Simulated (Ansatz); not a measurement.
TiO:

```
Ti O
1.0
     2.85161    0.00000    0.00000
    -1.42580    2.46956    0.00000
     0.00000    0.00000    5.56750
Ti O
2 2
Direct
  0.66667 0.33333 0.75000
  0.33333 0.66667 0.25000
  0.00000 0.00000 0.50000
  0.00000 0.00000 0.00000
```

The cell comes from a database or a generator and needn't be the stable form of this composition.

Base run:

| Quantity | Value |
| --- | --- |
| Program | Ansatz 0.2.0 |
| Functional | PBEsol |
| Potentials or basis | Ansatz PAW |
| Cutoff | 420 eV (not typed: the program's choice for these potentials) |
| k mesh | 11 × 11 × 5 |
| Occupations | fermi-dirac, width 0.05 eV |
| Spin | no spin polarisation |
| Hubbard terms | Ti d U = 3 eV |

Its results: band gap on the k mesh none (metal or under the smearing width); pressure -5.2 GPa.

**Question.** After a change of settings the same cell gave: band gap on the k mesh 1.49 eV, indirect (least direct gap 2.13 eV); pressure 25.7 GPa. Which change was it?
A. hubbard terms from Ti d U = 3 eV to Ti d U = 8 eV
B. hubbard terms from Ti d U = 3 eV to none; hubbard projectors from ortho-atomic (the default) to none
C. hubbard terms from Ti d U = 3 eV to Ti d U = 1 eV

**Answer.** A.

Caveats: the PAW data sets come from PBE, with cores solved anew for the run's functional, which leaves a small shift of forces and pressure; U without spin polarisation on a metal has little footing (some runs).
